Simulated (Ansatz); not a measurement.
## Ti: one input, then a changed one

The cell is COD entry 9008517, as deposited and not checked against the literature; nothing was relaxed. The listed cell was then made from it by scaling, straining or moving an atom.

First run: DFT, PBEsol, PAW with Ansatz's default frozen-core files, scalar-relativistic (Ansatz 0.2.0).

Command: `ansatz run input.yaml --threads 1 --pin off --max-ram 2048MiB --backend cpu --events-out ev --progress --plain --runs-dir out` The run took 1.7 s on 1 thread of Intel(R) Xeon(R) 6975P-C (Granite Rapids) (shared host), peak memory 0.41 GiB.

```yaml
crystal:
  lattice:
    - [2.910128137, 0.0, 0.0]
    - [-1.4550640685, 2.5202448949, 0.0]
    - [0.0, 0.0, 4.6226679121]
  atoms:
    - { symbol: Ti, position: [0.3333333333, 0.6666666667, 0.25] }
    - { symbol: Ti, position: [0.6666666667, 0.3333333333, 0.75] }
kpoints:
  mp_grid: { grid: [13, 13, 7] }
scf:
  occupations: { method: fermi_dirac, width: 0.08 }
hamiltonian:
  xc: pbesol
  pseudopotentials: { kind: paw }
output:
  forces: true
  stress: true
  eigenvalues: true
  efg: { contact_densities: true }
```

Result: converged; pressure -1.50 GPa; no gap on the k mesh; 6 SCF iterations.

A second run of a changed input logged this at its end:

```
Error: YAML parse error: error: line 23 column 12: unknown unit factor `ev` — a unit is read by its exact case: `eV` is a unit here, `ev` is not
  --> <input>:23:12
   |
21 |   efg: { contact_densities: true }
22 | basis:
23 |   ecutwfc: "520 ev"
   |            ^ unknown unit factor `ev` — a unit is read by its exact case: `eV` is a unit here, `ev` is not
```

Question: What was wrong with the input?

Answer: A cutoff in the wrong unit, by this change (others could give a like log):
```diff
@@ -11,4 +11,5 @@
 scf:
   occupations: { method: fermi_dirac, width: 0.08 }
+  max_iter: 80
 hamiltonian:
   xc: pbesol
@@ -19,3 +20,5 @@
   eigenvalues: true
   efg: { contact_densities: true }
+basis:
+  ecutwfc: "520 ev"
```
